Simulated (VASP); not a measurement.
# Mg (Pm-3m) in VASP: a series of runs

The runs below take Mg through single point, relaxation of cell and atoms, with PBE.

Everything below comes from runs of VASP 6.6.1. Logs are shortened: lines on timing, memory, paths and dates and some standing lists are left out, and cuts for length are marked.

## Step 1: The cell of the first run

Symmetry: Pm-3m, No. 221, cubic system. Conventional cell: a = 4.363 Å, b = 4.363 Å, c = 4.363 Å, α = 90.00°, β = 90.00°, γ = 90.00°. Mg (site symmetry 4/mmm) has 8 Mg at 3.09 Å as nearest neighbours.

The cell was built by a generator and needn't be a form met in nature.

## Step 2: Single point, PBE (random cell by space group and Wyckoff sites (Pm-3m, No. 221))

The input, INCAR:

```
ALGO = Normal ; EDIFF = 1E-6
ENCUT = 520 ; GGA = PE
ISIF = 2 ; ISMEAR = 0
LASPH = T ; LCHARG = F
LREAL = F ; LWAVE = F
NBANDS = 10 ; NELM = 100
PREC = Accurate ; SIGMA = 0.1
```

The input, KPOINTS:

```
k-points
0
Gamma
  4 4 4
```

The input, POSCAR:

```
Mg
1.0
    4.3630858999      0.0000000000      0.0000000000
    0.0000000000      4.3630858999      0.0000000000
    0.0000000000      0.0000000000      4.3630858999
Mg
3
Direct
    0.0000000000      0.5000000000      0.5000000000
    0.5000000000      0.0000000000      0.5000000000
    0.5000000000      0.5000000000      0.0000000000
```

Potentials or basis: VASP PAW PBE potentials, release 64 (Mg).

Started as:

```sh
cat potpaw_PBE.64/Mg/POTCAR > POTCAR
mpirun -np 1 vasp_std > vasp.out
```

OUTCAR:

```text
EDIFF = 1E-6
   ENCUT = 520
   GGA = PE
   ISIF = 2
   ISMEAR = 0
   LASPH = T
   LREAL = F
   NELM = 100
   PREC = Accurate

 ion  position               nearest neighbor table
   1  0.000  0.500  0.500-   2 3.09   3 3.09   3 3.09   2 3.09   2 3.09   3 3.09   3 3.09   2 3.09

   2  0.500  0.000  0.500-   1 3.09   3 3.09   3 3.09   1 3.09   3 3.09   3 3.09   1 3.09   1 3.09

   3  0.500  0.500  0.000-   1 3.09   2 3.09   1 3.09   2 3.09   2 3.09   2 3.09   1 3.09   1 3.09

  LATTYP: Found a simple cubic cell.
 ALAT       =     4.3630858999

  Lattice vectors:

 A1 = (   4.3630858999,   0.0000000000,   0.0000000000)
 A2 = (   0.0000000000,   4.3630858999,   0.0000000000)
 A3 = (   0.0000000000,   0.0000000000,   4.3630858999)

Analysis of symmetry for initial positions (statically):
=====================================================================
 Subroutine PRICEL returns:
 Original cell was already a primitive cell.

 Routine SETGRP: Setting up the symmetry group for a
 simple cubic supercell.

 Subroutine GETGRP returns: Found 48 space group operations
 (whereof 48 operations were pure point group operations)
 out of a pool of 48 trial point group operations.

The static configuration has the point symmetry O_h .

Analysis of symmetry for dynamics (positions and initial velocities):
=====================================================================
 Subroutine PRICEL returns:
 Original cell was already a primitive cell.

 Routine SETGRP: Setting up the symmetry group for a
 simple cubic supercell.

 Subroutine GETGRP returns: Found 48 space group operations
 (whereof 48 operations were pure point group operations)
 out of a pool of 48 trial point group operations.

The dynamic configuration has the point symmetry O_h .

 Subroutine INISYM returns: Found 48 space group operations
 (whereof 48 operations are pure point group operations),
 and found     1 'primitive' translations

----------------------------------------------------------------------------------------

                                     Primitive cell

  volume of cell :      83.0580

  direct lattice vectors                    reciprocal lattice vectors
     4.363085900  0.000000000  0.000000000     0.229195579  0.000000000  0.000000000
     0.000000000  4.363085900  0.000000000     0.000000000  0.229195579  0.000000000
     0.000000000  0.000000000  4.363085900     0.000000000  0.000000000  0.229195579

  length of vectors
     4.363085900  4.363085900  4.363085900     0.229195579  0.229195579  0.229195579

  position of ions in fractional coordinates (direct lattice)
     0.000000000  0.500000000  0.500000000
     0.500000000  0.000000000  0.500000000
     0.500000000  0.500000000  0.000000000

  ion indices of the primitive-cell ions
   primitive index   ion index
                 1           1
                 2           2
                 3           3

----------------------------------------------------------------------------------------

 KPOINTS: k-points

Automatic generation of k-mesh.
 Grid dimensions read from file:
 generate k-points for:    4    4    4

 Generating k-lattice:

  Cartesian coordinates                     Fractional coordinates (reciprocal lattice)
     0.057298895  0.000000000  0.000000000     0.250000000  0.000000000  0.000000000
     0.000000000  0.057298895  0.000000000     0.000000000  0.250000000  0.000000000
     0.000000000  0.000000000  0.057298895     0.000000000  0.000000000  0.250000000

  Length of vectors
     0.057298895  0.057298895  0.057298895

  Shift w.r.t. Gamma in fractional coordinates (k-lattice)
     0.000000000  0.000000000  0.000000000

 Subroutine IBZKPT returns following result:
 ===========================================

 Found     10 irreducible k-points:

 Following reciprocal coordinates:
            Coordinates               Weight
  0.000000  0.000000  0.000000      1.000000
  0.250000  0.000000  0.000000      6.000000
  0.500000  0.000000  0.000000      3.000000
  0.250000  0.250000  0.000000     12.000000
  0.500000  0.250000  0.000000     12.000000
  0.500000  0.500000  0.000000      3.000000
  0.250000  0.250000  0.250000      8.000000
  0.500000  0.250000  0.250000     12.000000
  0.500000  0.500000  0.250000      6.000000
  0.500000  0.500000  0.500000      1.000000
   k-points           NKPTS =     10   k-points in BZ     NKDIM =     10   number of bands    NBANDS=     10
   number of dos      NEDOS =    301   number of ions     NIONS =      3
   total plane-waves  NPLWV =  32768
   dimension x,y,z NGX =    32 NGY =   32 NGZ =   32
   dimension x,y,z NGXF=    64 NGYF=   64 NGZF=   64
   ions per type =               3
   NGX,Y,Z   is equivalent  to a cutoff of  12.19, 12.19, 12.19 a.u.
   NGXF,Y,Z  is equivalent  to a cutoff of  24.39, 24.39, 24.39 a.u.
 SYSTEM =  unknown system
   PREC   = accura    normal or accurate (medium, high low for compatibility)
   ISTART =      0    job   : 0-new  1-cont  2-samecut
   ICHARG =      2    charge: 1-file 2-atom 10-const
   ISPIN  =      1    spin polarized calculation?
   LNONCOLLINEAR =      F non collinear calculations
   LSORBIT =      F    spin-orbit coupling
   LASPH  =      T    aspherical Exc in radial PAW
   ENCUT  =  520.0 eV  38.22 Ry    6.18 a.u.   8.11  8.11  8.11*2*pi/ulx,y,z
   NELM   =    100;   NELMIN=  2; NELMDL= -5     # of ELM steps
   EDIFF  = 0.1E-05   stopping-criterion for ELM
   LREAL  =      F    real-space projection
   EDIFFG = 0.1E-04   stopping-criterion for IOM
   NSW    =      0    number of steps for IOM
   IBRION =     -1    ionic relax: 0-MD 1-quasi-New 2-CG
   NFREE  =      0    steps in history (QN), initial steepest desc. (CG)
   ISIF   =      2    stress and relaxation
   ISYM   =      2    0-nonsym 1-usesym 2-fastsym
   POTIM  = 0.5000    time-step for ionic-motion
   TEBEG  =    0.0;   TEEND  =   0.0 temperature during run
   PSTRESS=    0.0 pullay stress
   NELECT =       6.0000    total number of electrons
   NUPDOWN=      -1.0000    fix difference up-down
   EMIN   =  10.00;   EMAX   =-10.00  energy-range for DOS
   EFERMI =   0.00;   METHOD = LEGACY
   ISMEAR =     0;   SIGMA  =   0.10  broadening in eV -4-tet -1-fermi 0-gaus
   EFERMI_NEDOS =   21; number of points for ismear=-14 and -15
   IALGO  =     38    algorithm
   IMIX   =      4    mixing-type and parameters
     AMIX     =   0.40;   BMIX     =  1.00
     AMIX_MAG =   1.60;   BMIX_MAG =  1.00
  volume/ion in A,a.u.               =      27.69       186.83
  Fermi-wavevector in a.u.,A,eV,Ry     =   0.681812  1.288438  6.324913  0.464868
  Thomas-Fermi vector in A             =   1.760704
   LORBIT       =      0    0 simple, 1 ext, 2 COOP (PROOUT), +10 PAW based schemes
   GGA     = PE    functional components
   LHFCALC =     F    Hartree Fock is set to
   AEXX    =    0.0000 exact exchange contribution
   IVDW    =     0    specifies the selected vdW correction
   LEPSILON=     F    determine dielectric tensor
   LRPA    =     F    only Hartree local field effects (RPA)
 non-spin polarized calculation
 Gauss-broadening in eV      SIGMA  =   0.10
  energy-cutoff  :      520.00
  volume of cell :       83.06
 maximum number of plane-waves:      2272
   NGX = 17   NGY = 17   NGZ = 17

 number of electron       6.0000000 magnetization

 Free energy of the ion-electron system (eV)
  ---------------------------------------------------
  ext. energy  EPLUGINS =         0.00000000
  ---------------------------------------------------
  free energy    TOTEN  =        -3.66851126 eV

  energy without entropy =       -3.65779545  energy(sigma->0) =       -3.66315336

 E-fermi :   1.4513     XC(G=0):  -7.8286

 val. band max:        1.4165341041   @ k =   0.5000   0.5000   0.5000
 cond. band min:       1.5001506691   @ k =   0.5000   0.2500   0.2500
 fundamental gap:      0.0836165650
 Fermi energy:         1.4513188100

 k-point     1 :       0.0000    0.0000    0.0000
  band No.  band energies     occupation
      1      -4.6415      2.00000
      2       2.5266      0.00000
      3       2.5266      0.00000
      4       2.5266      0.00000
      5       3.6028      0.00000
      6       3.6028      0.00000
      7       3.9591      0.00000
      8       9.2243      0.00000
      9       9.2243      0.00000
     10       9.2243      0.00000

 k-point     2 :       0.2500    0.0000    0.0000
  band No.  band energies     occupation
      1      -4.1707      2.00000
      2      -0.1803      2.00000
      3       2.9348      0.00000
      4       2.9348      0.00000
      5       4.0711      0.00000
      6       4.1977      0.00000
      7       6.6819      0.00000
      8       6.6819      0.00000
      9       7.2091      0.00000
     10       7.9312      0.00000

 k-point     3 :       0.5000    0.0000    0.0000
  band No.  band energies     occupation
      1      -3.1505      2.00000
      2      -2.1185      2.00000
      3       3.7556      0.00000
      4       3.7556      0.00000
      5       4.7458      0.00000
      6       4.9929      0.00000
      7       4.9929      0.00000
      8       5.0493      0.00000
      9       6.1550      0.00000
     10       7.5717      0.00000
[... 66 lines left out ...]
 k-point     9 :       0.5000    0.5000    0.2500
  band No.  band energies     occupation
      1      -1.1667      2.00000
      2      -0.2660      2.00000
      3      -0.2660      2.00000
      4       0.7942      2.00000
      5       2.7362      0.00000
      6       3.4955      0.00000
      7       3.4955      0.00000
      8       5.2497      0.00000
      9      10.2726      0.00000
     10      10.7134      0.00000

 k-point    10 :       0.5000    0.5000    0.5000
  band No.  band energies     occupation
      1      -0.2319      2.00000
      2       0.9258      2.00000
      3       0.9258      2.00000
      4       0.9258      2.00000
      5       1.4165      1.37723
      6       1.4165      1.37723
      7       1.4165      1.37723
      8       3.6920      0.00000
      9      13.8991      0.00000
     10      13.8991      0.00000

------------------------ aborting loop because EDIFF is reached ----------------------------------------

  FORCE on cell =-STRESS in cart. coord.  units (eV):
  Direction    XX          YY          ZZ          XY          YZ          ZX
  --------------------------------------------------------------------------------------
  -------------------------------------------------------------------------------------
  Total        0.1514870      0.1514870      0.1514870     -0.0000000     -0.0000000      0.0000000
  in kB        2.9221654      2.9221654      2.9221654     -0.0000000     -0.0000000      0.0000000
  external PRESSURE =       2.9221654 kB  Pullay stress =       0.0000000 kB

 VOLUME and BASIS-vectors are now :
 -----------------------------------------------------------------------------
  energy-cutoff  :      520.00
  volume of cell :       83.06
      direct lattice vectors                 reciprocal lattice vectors
     4.363085900  0.000000000  0.000000000     0.229195579  0.000000000  0.000000000
     0.000000000  4.363085900  0.000000000     0.000000000  0.229195579  0.000000000
     0.000000000  0.000000000  4.363085900     0.000000000  0.000000000  0.229195579

 POSITION                                       TOTAL-FORCE (eV/Angst)
 -----------------------------------------------------------------------------------
      0.00000      2.18154      2.18154         0.000000      0.000000      0.000000
      2.18154      0.00000      2.18154         0.000000      0.000000      0.000000
      2.18154      2.18154      0.00000         0.000000      0.000000      0.000000
 -----------------------------------------------------------------------------------
    total drift:                                0.000000     -0.000000     -0.000000

  FREE ENERGIE OF THE ION-ELECTRON SYSTEM (eV)
  ---------------------------------------------------
  free  energy   TOTEN  =        -3.6685112597 eV

  energy  without entropy=       -3.6577954541  energy(sigma->0) =       -3.66315336
```

Wall time 4.2 s (1 thread of Intel Xeon 6975P-C (Granite Rapids), shared host); peak memory 0.17 GiB.

What came out:

```yaml
Free_energy: -3.6685 eV
Pressure: 0.3 GPa
Band_gap_on_the_k_mesh: none (metal or under the smearing width)
```

Caveat: the k mesh is coarse (spacing up to 0.36 Å⁻¹), so the values aren't converged.

## Step 3: Relaxation of cell and atoms, PBE (random cell by space group and Wyckoff sites (Pm-3m, No. 221))

The input, INCAR:

```
PREC     = Accurate       # precision mode
ENCUT    = 600            # plane-wave cutoff, eV
EDIFF    = 1E-6           # SCF threshold, eV
ISMEAR   = 0              # smearing method
SIGMA    = 0.1            # smearing width, eV
LREAL    = F              # projectors in reciprocal space
LASPH    = T              # aspherical terms in the spheres
NELM     = 80             # most SCF steps
ALGO     = Normal         # electronic algorithm
ISIF     = 3              # what is computed and relaxed
LWAVE    = F              # write WAVECAR
LCHARG   = F              # write CHGCAR
GGA      = PE             # functional
IBRION   = 2              # ionic algorithm
NSW      = 90             # ionic steps
EDIFFG   = -0.04          # ionic threshold
```

The input, KPOINTS:

```
regular mesh
0
Gamma
  4 4 4
```

The input, POSCAR:

```
Mg
1.0
    4.1711256200      0.0000000000      0.0000000000
    0.0000000000      4.1711256200      0.0000000000
    0.0000000000      0.0000000000      4.1711256200
Mg
3
Direct
    0.0000000000      0.5000000000      0.5000000000
    0.5000000000      0.0000000000      0.5000000000
    0.5000000000      0.5000000000      0.0000000000
```

Potentials or basis: VASP PAW PBE potentials, release 64 (Mg).

Started as:

```sh
cat potpaw_PBE.64/Mg/POTCAR > POTCAR
mpirun -np 1 vasp_std > vasp.out
```

Run time: 10 s. Hardware: 1 thread of Intel Xeon 6975P-C (Granite Rapids), shared host; peak memory 0.2 GiB.

The run converged. Its results:

- Free energy: -3.6692 eV
- Relaxed volume: 28.16 Å³/atom
- Relaxed cell: a = 4.388 Å, b = 4.388 Å, c = 4.388 Å, α = 90.00°, β = 90.00°, γ = 90.00°
- Space group after relaxing (to 0.05 Å): Pm-3m (No. 221)
- Energy gained by relaxing: 52.5 meV/atom
- Ionic steps: 3
- Pressure after relaxing: -0.1 GPa

Step by step:
| step | energy change (eV) | largest force (eV/Å) | pressure (GPa) | volume (Å³) |
| --- | --- | --- | --- | --- |
| 1 | 0.0000 | 0.0000 | 4.99 | 72.57 |
| 2 | -0.1474 | 0.0000 | 1.08 | 80.78 |
| 3 | -0.1576 | 0.0000 | -0.15 | 84.48 |

Final structure:
```
Mg
1.0
     4.38787    0.00000    0.00000
     0.00000    4.38787    0.00000
     0.00000    0.00000    4.38787
Mg
3
Direct
  0.00000 0.50000 0.50000
  0.50000 0.00000 0.50000
  0.50000 0.50000 0.00000
```

Levels at points of the mesh, in eV from the Fermi level:
```
           k point  band 1  band 2  band 3  band 4  band 5  band 6  band 7
(0.00, 0.00, 0.00)   -6.04    1.06    1.06    1.06    2.10    2.10    2.51
(0.50, 0.00, 0.00)   -4.57   -3.54    2.27    2.27    3.28    3.51    3.51
(0.50, 0.50, 0.00)   -3.05   -2.18   -2.18   -1.01    3.57    4.52    4.52
(0.50, 0.50, 0.50)   -1.67   -0.55   -0.55   -0.55   -0.03   -0.03   -0.03
```

Caveat: the k mesh is coarse (spacing up to 0.38 Å⁻¹), so the values aren't converged; the volume moved by over 15 % at a fixed basis, so the end points are rough; the bands computed are all filled at some k points, so no gap is given.
